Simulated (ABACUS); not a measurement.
# SiNi (Pmmn) in ABACUS: equation of state

Aim: energy against volume of SiNi in PBEsol, for its equilibrium volume and stiffness.

All numbers are computed with ABACUS 3.10.1; they aren't measurements. Logs are shortened: lines on timing, memory, paths and dates and some standing lists are left out, and cuts for length are marked.

## (1) The structure

It takes space group Pmmn (No. 59, orthorhombic). The conventional cell has a = 2.943 Å, b = 3.280 Å, c = 4.677 Å, α = 90.00°, β = 90.00°, γ = 90.00°. Around Ni (site symmetry mm2) lie 6 Si at 2.34 to 2.37 Å and 4 Ni at 2.65 Å. Si (site symmetry mm2) has 6 Ni at 2.34 to 2.37 Å and 4 Si at 2.65 Å as nearest neighbours.

The cell is a database's computed one.

## (2) Equation of state, PBEsol, collinear spin, ferromagnetic start, 10.61 Å³/atom (volume scaled by 0.94)

Contents of INPUT:

```
INPUT_PARAMETERS
suffix              SiNi
calculation         scf
basis_type          pw
pseudo_dir          ./
symmetry            1
dft_functional      pbesol
ecutwfc             98
pseudo_rcut         7
nspin               2
nbands              28
ks_solver           dav
smearing_method     fd
smearing_sigma      0.00367493
scf_thr             1e-08
scf_nmax            100
mixing_type         broyden
mixing_beta         0.4
cal_force           1
cal_stress          1
kpar                4
```

Contents of STRU:

```
ATOMIC_SPECIES
Ni 58.6934 Ni.upf
Si 28.0850 Si.upf

LATTICE_CONSTANT
1.8897261246

LATTICE_VECTORS
2.8826972597 0.0000000000 0.0000000000
0.0000000000 3.2133613310 0.0000000000
0.0000000000 0.0000000000 4.5819618704

ATOMIC_POSITIONS
Direct

Ni
0.0
2
0.5000000000 0.5000000000 0.3424955900 1 1 1 mag 1
0.0000000000 0.0000000000 0.6575044100 1 1 1 mag 1

Si
0.0
2
0.5000000000 0.5000000000 0.8431431600 1 1 1 mag 0
0.0000000000 0.0000000000 0.1568568400 1 1 1 mag 0
```

Contents of KPT:

```
K_POINTS
0
Gamma
9 8 6 0 0 0
```

Potentials or basis: PseudoDojo NC SR 0.4.1 PBEsol standard, plane waves.

Command:

```bash
OMP_NUM_THREADS=1 mpirun -np 4 abacus > log
```

running log:

```text
ABACUS v3.10.1

               Atomic-orbital Based Ab-initio Computation at UStc

 ------------------------------------------------------------------------------------

 READING GENERAL INFORMATION
                           global_out_dir = OUT.SiNi/
                           global_in_card = INPUT
                               pseudo_dir = ./
                              orbital_dir =
                                    DSIZE = 4
                                    GSIZE = 1

 READING UNITCELL INFORMATION
                                    ntype = 2
                  lattice constant (Bohr) = 1.88973
              lattice constant (Angstrom) = 1

 READING ATOM TYPE 1
                               atom label = Ni
                      L=0, number of zeta = 1
                      L=1, number of zeta = 1
                      L=2, number of zeta = 1
             number of atom for this type = 2
               magnetization of element 1 = 1

 READING ATOM TYPE 2
                               atom label = Si
                      L=0, number of zeta = 1
                      L=1, number of zeta = 1
                      L=2, number of zeta = 1
             number of atom for this type = 2
               magnetization of element 2 = 0

                        TOTAL ATOM NUMBER = 4
DIRECT COORDINATES
    atom                   x                   y                   z     mag                  vx                  vy                  vz
taud_Ni1            0.5000000000        0.5000000000        0.3424955900  1.0000        0.0000000000        0.0000000000        0.0000000000
taud_Ni2            0.0000000000        0.0000000000        0.6575044100  1.0000        0.0000000000        0.0000000000        0.0000000000
taud_Si1            0.5000000000        0.5000000000        0.8431431600  0.0000        0.0000000000        0.0000000000        0.0000000000
taud_Si2            0.0000000000        0.0000000000        0.1568568400  0.0000        0.0000000000        0.0000000000        0.0000000000

                          Volume (Bohr^3) = 286.422
                             Volume (A^3) = 42.4433

 Lattice vectors: (Cartesian coordinate: in unit of a_0)
              +2.8827                  +0                  +0
                   +0            +3.21336                  +0
                   +0                  +0            +4.58196
 Reciprocal vectors: (Cartesian coordinate: in unit of 2 pi/a_0)
            +0.346897                  -0                  +0
                   -0           +0.311201                  -0
                   +0                  -0           +0.218247
 The esolver type has been set to : ksdft_pw

                PAO radial cut off (Bohr) = 7

 Read in pseudopotential file is Ni.upf
                     pseudopotential type = NC
          exchange-correlation functional = PBESOL
                 nonlocal core correction = 1
                        valence electrons = 18
                                     lmax = 2
                           number of zeta = 4
                     number of projectors = 6
                           L of projector = 0
[... 5 lines left out ...]
                PAO radial cut off (Bohr) = 7

 Read in pseudopotential file is Si.upf
                     pseudopotential type = NC
          exchange-correlation functional = PBESOL
                 nonlocal core correction = 1
                        valence electrons = 4
                                     lmax = 2
                           number of zeta = 2
                     number of projectors = 6
                           L of projector = 0
                           L of projector = 0
                           L of projector = 1
                           L of projector = 1
                           L of projector = 2
                           L of projector = 2
     initial pseudo atomic orbital number = 28
 The readin total magnetization is 2

 SETUP THE ELECTRONS NUMBER
            electron number of element Ni = 18
      total electron number of element Ni = 36
            electron number of element Si = 4
      total electron number of element Si = 8
            AUTOSET number of electrons:  = 44
                           occupied bands = 22
                                   NBANDS = 28
                                   NLOCAL = 36

%%%%%%%%%%%%%%%%%%%%%%%%%%%%%%%%%%%%%%%%%%%%%%%%%%%%%%%%%%%%%%%%%%%%%%%%%%%%%%%%%%%%%%%%%%%%%%%%%%%%%%%%%%
 Warning: the number of valence electrons in pseudopotential > 10 for Ni: [Ar] 3d8 4s2
 Pseudopotentials with additional electrons can yield (more) accurate outcomes, but may be less efficient.
 If you're confident that your chosen pseudopotential is appropriate, you can safely ignore this warning.
%%%%%%%%%%%%%%%%%%%%%%%%%%%%%%%%%%%%%%%%%%%%%%%%%%%%%%%%%%%%%%%%%%%%%%%%%%%%%%%%%%%%%%%%%%%%%%%%%%%%%%%%%%

 SETUP THE PLANE WAVE BASIS
 energy cutoff for charge/potential (unit:Ry) = 392
            fft grid for charge/potential = [ 36, 40, 60 ]
                        fft grid division = [ 1, 1, 1 ]
        big fft grid for charge/potential = [ 36, 40, 60 ]
                                     nbxx = 86400
                                     nrxx = 86400

 SETUP PLANE WAVES FOR CHARGE/POTENTIAL
[... 79 lines left out ...]
                             BRAVAIS TYPE = 8
                     BRAVAIS LATTICE NAME = 08. Orthorhombic P(simple)
                                    ibrav = 8
                       right hand lattice = 1
                        ROTATION MATRICES = 8
                               nkstot_ibz = 100
K-POINTS REDUCTION ACCORDING TO SYMMETRY
     IBZ    DIRECT_X    DIRECT_Y    DIRECT_Z  WEIGHT  ibz2bz
       1  0.00000000  0.00000000  0.00000000  0.0023       0
       2  0.11111111  0.00000000  0.00000000  0.0046       1
       3  0.22222222  0.00000000  0.00000000  0.0046       2
       4  0.33333333  0.00000000  0.00000000  0.0046       3
       5  0.44444444  0.00000000  0.00000000  0.0046       4
       6  0.00000000  0.12500000  0.00000000  0.0046       9
[... 22 lines left out ...]
      29  0.33333333  0.00000000  0.16666667  0.0093      75
      30  0.44444444  0.00000000  0.16666667  0.0093      76
[... 70 further k points ...]

                               nkstot now = 100
[... K-POINTS DIRECT COORDINATES: 100 rows ...]

           k-point number in this process = 25
       minimum distributed K point number = 25
[... stars of the k points ...]
                             nks(nspin=2) = 50
                          nkstot(nspin=2) = 200

[... K-POINTS CARTESIAN COORDINATES: 50 rows ...]

[... K-POINTS DIRECT COORDINATES: 50 rows ...]

 SETUP PLANE WAVES FOR WAVE FUNCTIONS
     energy cutoff for wavefunc (unit:Ry) = 98
              fft grid for wave functions = [ 36, 40, 60 ]
                    number of plane waves = 5831
                         number of sticks = 303

 PARALLEL PW FOR WAVE FUNCTIONS
     PROC   COLUMNS(POT)             PW
        1            303           5831
 --------------- sum -------------------
        1            303           5831

 SETUP NONLOCAL PSEUDOPOTENTIALS IN PLANE WAVE BASIS
 Ni non-local projectors:
 projector 1 L=0
 projector 2 L=0
 projector 3 L=1
 projector 4 L=1
 projector 5 L=2
 projector 6 L=2
 Si non-local projectors:
 projector 1 L=0
 projector 2 L=0
 projector 3 L=1
 projector 4 L=1
 projector 5 L=2
 projector 6 L=2
      TOTAL NUMBER OF NONLOCAL PROJECTORS = 72

 Init Non-Local PseudoPotential table :
 Init Non-Local-Pseudopotential done.

                                     npwx = 4711

 Make real space PAO into reciprocal space.
       max mesh points in Pseudopotential = 701
     dq(describe PAO in reciprocal space) = 0.01
                                    max q = 1192

 number of pseudo atomic orbitals for Ni is 4
WARNING: norm of atomic wavefunction # 3 of atomic type Ni is 0.999993, renormalized
WARNING: norm of atomic wavefunction # 4 of atomic type Ni is 0.997817, renormalized

 number of pseudo atomic orbitals for Si is 2
WARNING: norm of atomic wavefunction # 1 of atomic type Si is 0.999877, renormalized
WARNING: norm of atomic wavefunction # 2 of atomic type Si is 0.99628, renormalized

 -------------------------------------------
[... 5 lines left out ...]

 Notice: Threshold on eigenvalues was too large.
 hsover_error=0.44 > DRHO=0.232379
 Origin diag ethr = 0.01
 New diag ethr = 0.000528134
          total magnetism (Bohr mag/cell) = 0.228648
       absolute magnetism (Bohr mag/cell) = 0.483781
                        nelec for spin up = 22.1143
                      nelec for spin down = 21.8857

 Density error is 0.231164991046
                          Error Threshold = 0.000528133865369
----------------------------------------------------------
     Energy           Rydberg                 eV
----------------------------------------------------------
 E_KohnSham     -687.6295771440      -9355.6803624891
 E_Harris       -677.2614553877      -9214.6148290459
 E_Fermi        1.2800277395         17.4156708554
----------------------------------------------------------
[... 135 lines left out ...]
 Density error is 9.1672025684e-09
                          Error Threshold = 1.8199488349e-10
----------------------------------------------------------
     Energy           Rydberg                 eV
----------------------------------------------------------
 E_KohnSham     -687.6828678919      -9356.4054203110
 E_KS(sigma->0) -687.6825631387      -9356.4012739316
 E_Harris       -687.6821338963      -9356.3954337882
 E_band         -39.5624781920       -538.2751304122
 E_one_elec     -447.4082644521      -6087.3017288397
 E_Hartree      251.7445402506       3425.1601877989
 E_xc           -91.7277602490       -1248.0202041641
 E_Ewald        -400.2907739351      -5446.2353823475
 E_entropy(-TS) -0.0006095063        -0.0082927587
 E_descf        0.0000000000         0.0000000000
 E_exx          0.0000000000         0.0000000000
 E_Fermi        1.3032652330         17.7318331746
----------------------------------------------------------

 charge density convergence is achieved
 final etot is -9356.4054203 eV
 EFERMI = 17.731833175 eV

 STATE ENERGY(eV) AND OCCUPATIONS    NSPIN == 2
SPIN UP :
 1/25 kpoint (Cartesian) = 0.0000 0.0000 0.0000 (4673 pws)
       1       -86.2449     0.00231481
       2       -86.2319     0.00231481
       3       -46.9162     0.00231481
       4       -46.8794     0.00231481
       5       -46.7944     0.00231481
       6       -46.7449     0.00231481
[... 170 lines left out ...]
      27        23.8331    4.67995e-56
      28        25.5268    9.09704e-71

[... levels at 44 further k points ...]

------------------------------------------------------------------------------------------
 TOTAL-FORCE (eV/Angstrom)
------------------------------------------------------------------------------------------
                       Ni1         0.0000000000         0.0000000000         0.2511223804
                       Ni2         0.0000000000         0.0000000000        -0.2511223804
                       Si1         0.0000000000         0.0000000000         0.0365391315
                       Si2         0.0000000000         0.0000000000        -0.0365391315
------------------------------------------------------------------------------------------

----------------------------------------------------------------
 TOTAL-STRESS (KBAR)
----------------------------------------------------------------
       126.1590989571         0.0000000000         0.0000000000
         0.0000000000       143.7650685979         0.0000000000
         0.0000000000         0.0000000000       165.2149566759
----------------------------------------------------------------
 TOTAL-PRESSURE: 145.046375 KBAR

 --------------------------------------------
 !FINAL_ETOT_IS -9356.4054203109772061 eV
 --------------------------------------------
```

Wall time 99 s (4 MPI ranks of Intel Xeon 6975P-C (Granite Rapids), shared host); peak memory 0.92 GiB.

Results:

```
Free energy            : -9356.4054 eV
Pressure               : 14.5 GPa
Largest force          : 0.251 eV/Å
Band gap on the k mesh : none (metal or under the smearing width)
Net moment             : 0.00 μB per cell
Absolute moment        : 0.00 μB per cell
```

## (3) Equation of state, PBEsol, collinear spin, ferromagnetic start, 10.84 Å³/atom (volume scaled by 0.96)

INPUT is that of step 2.

STRU, as its differences from that of step 2:

```diff
@@ -8,5 +8,5 @@
 LATTICE_VECTORS
-2.8826972597 0.0000000000 0.0000000000
-0.0000000000 3.2133613310 0.0000000000
-0.0000000000 0.0000000000 4.5819618704
+2.9029986135 0.0000000000 0.0000000000
+0.0000000000 3.2359913818 0.0000000000
+0.0000000000 0.0000000000 4.6142302706
```

KPT is that of step 2.

Potentials or basis: PseudoDojo NC SR 0.4.1 PBEsol standard, plane waves.

Command:

```bash
OMP_NUM_THREADS=1 mpirun -np 4 abacus > log
```

It took 84 s on 4 MPI ranks of Intel Xeon 6975P-C (Granite Rapids), shared host; peak memory 0.96 GiB.

Results (log left out):

```
Free energy            : -9356.4719 eV
Pressure               : 9.2 GPa
Largest force          : 0.181 eV/Å
Band gap on the k mesh : none (metal or under the smearing width)
Net moment             : 0.00 μB per cell
Absolute moment        : 0.00 μB per cell
```

## (4) Equation of state, PBEsol, collinear spin, ferromagnetic start, 11.06 Å³/atom (volume scaled by 0.98)

INPUT is that of step 3.

STRU, as its differences from that of step 3:

```diff
@@ -8,5 +8,5 @@
 LATTICE_VECTORS
-2.9029986135 0.0000000000 0.0000000000
-0.0000000000 3.2359913818 0.0000000000
-0.0000000000 0.0000000000 4.6142302706
+2.9230199262 0.0000000000 0.0000000000
+0.0000000000 3.2583092690 0.0000000000
+0.0000000000 0.0000000000 4.6460535540
```

KPT is that of step 3.

Command:

```bash
OMP_NUM_THREADS=1 mpirun -np 4 abacus > log
```

It took 88 s on 4 MPI ranks of Intel Xeon 6975P-C (Granite Rapids), shared host; peak memory 0.96 GiB.

The run converged. Its results:

```yaml
Free_energy: -9356.5100 eV
Pressure: 4.4 GPa
Largest_force: 0.111 eV/Å
Band_gap_on_the_k_mesh: none (metal or under the smearing width)
Net_moment: 0.00 μB per cell
Absolute_moment: 0.00 μB per cell
```

## (5) Equation of state, PBEsol, collinear spin, ferromagnetic start, 11.29 Å³/atom

INPUT is that of step 4.

STRU, as its differences from that of step 4:

```diff
@@ -8,5 +8,5 @@
 LATTICE_VECTORS
-2.9230199262 0.0000000000 0.0000000000
-0.0000000000 3.2583092690 0.0000000000
-0.0000000000 0.0000000000 4.6460535540
+2.9427706600 0.0000000000 0.0000000000
+0.0000000000 3.2803255400 0.0000000000
+0.0000000000 0.0000000000 4.6774467600
```

KPT is that of step 4.

Command:

```bash
OMP_NUM_THREADS=1 mpirun -np 4 abacus > log
```

Run time: 89 s. Hardware: 4 MPI ranks of Intel Xeon 6975P-C (Granite Rapids), shared host; peak memory 0.96 GiB.

Results (log left out):

```yaml
Free_energy: -9356.5225 eV
Pressure: 0.1 GPa
Largest_force: 0.089 eV/Å
Band_gap_on_the_k_mesh: none (metal or under the smearing width)
Net_moment: 0.00 μB per cell
Absolute_moment: 0.00 μB per cell
```

## (6) Equation of state, PBEsol, collinear spin, ferromagnetic start, 11.51 Å³/atom (volume scaled by 1.02)

INPUT is that of step 5.

STRU, as its differences from that of step 5:

```diff
@@ -8,5 +8,5 @@
 LATTICE_VECTORS
-2.9427706600 0.0000000000 0.0000000000
-0.0000000000 3.2803255400 0.0000000000
-0.0000000000 0.0000000000 4.6774467600
+2.9622597754 0.0000000000 0.0000000000
+0.0000000000 3.3020501833 0.0000000000
+0.0000000000 0.0000000000 4.7084241314
```

KPT is that of step 5.

Potentials or basis: PseudoDojo NC SR 0.4.1 PBEsol standard, plane waves.

Command:

```bash
OMP_NUM_THREADS=1 mpirun -np 4 abacus > log
```

It took 98 s on 4 MPI ranks of Intel Xeon 6975P-C (Granite Rapids), shared host; peak memory 1 GiB.

Results (log left out):

```
Free energy            : -9356.5122 eV
Pressure               : -3.7 GPa
Largest force          : 0.125 eV/Å
Band gap on the k mesh : none (metal or under the smearing width)
Net moment             : 0.00 μB per cell
Absolute moment        : 0.00 μB per cell
```

## (7) Equation of state, PBEsol, collinear spin, ferromagnetic start, 11.74 Å³/atom (volume scaled by 1.04)

INPUT is that of step 6.

STRU, as its differences from that of step 6:

```diff
@@ -8,5 +8,5 @@
 LATTICE_VECTORS
-2.9622597754 0.0000000000 0.0000000000
-0.0000000000 3.3020501833 0.0000000000
-0.0000000000 0.0000000000 4.7084241314
+2.9814957675 0.0000000000 0.0000000000
+0.0000000000 3.3234926684 0.0000000000
+0.0000000000 0.0000000000 4.7389991708
```

KPT is that of step 6.

Command:

```bash
OMP_NUM_THREADS=1 mpirun -np 4 abacus > log
```

Wall time 1.8 min (4 MPI ranks of Intel Xeon 6975P-C (Granite Rapids), shared host); peak memory 1 GiB.

It converged, with:

* Free energy: -9356.4815 eV
* Pressure: -7.1 GPa
* Largest force: 0.158 eV/Å
* Band gap on the k mesh: none (metal or under the smearing width)
* Net moment: 0.00 μB per cell
* Absolute moment: 0.00 μB per cell

## (8) Equation of state, PBEsol, collinear spin, ferromagnetic start, 11.97 Å³/atom (volume scaled by 1.06)

INPUT is that of step 7.

STRU, as its differences from that of step 7:

```diff
@@ -8,5 +8,5 @@
 LATTICE_VECTORS
-2.9814957675 0.0000000000 0.0000000000
-0.0000000000 3.3234926684 0.0000000000
-0.0000000000 0.0000000000 4.7389991708
+3.0004866984 0.0000000000 0.0000000000
+0.0000000000 3.3446619823 0.0000000000
+0.0000000000 0.0000000000 4.7691846927
```

KPT is that of step 7.

Command:

```bash
OMP_NUM_THREADS=1 mpirun -np 4 abacus > log
```

Run time: 96 s. Hardware: 4 MPI ranks of Intel Xeon 6975P-C (Granite Rapids), shared host; peak memory 1 GiB.

Results (log left out):

```yaml
Free_energy: -9356.4326 eV
Pressure: -10.2 GPa
Largest_force: 0.189 eV/Å
Band_gap_on_the_k_mesh: none (metal or under the smearing width)
Net_moment: 0.00 μB per cell
Absolute_moment: 0.00 μB per cell
```

## (9) Equation of state, PBEsol, collinear spin, ferromagnetic start

Potentials or basis: PseudoDojo NC SR 0.4.1 PBEsol standard, plane waves.

No new run: the results of the series are fitted here.

Results:

```
Equilibrium volume                        : 11.29 Å³/atom
Bulk modulus at fixed shape and positions : 201 GPa
Pressure derivative of the bulk modulus   : 4.6
```

Energy against volume, from the lowest point:
```
volume (Å³/atom)  energy (meV/atom)
          10.611              29.26
          10.837              12.63
          11.062               3.13
          11.288               0.00
          11.514               2.58
          11.740              10.25
          11.965              22.48
```

Caveat: the cell was scaled at fixed shape and fractional positions, which overstates the stiffness of a crystal with free parameters, most of all of layers and chains.
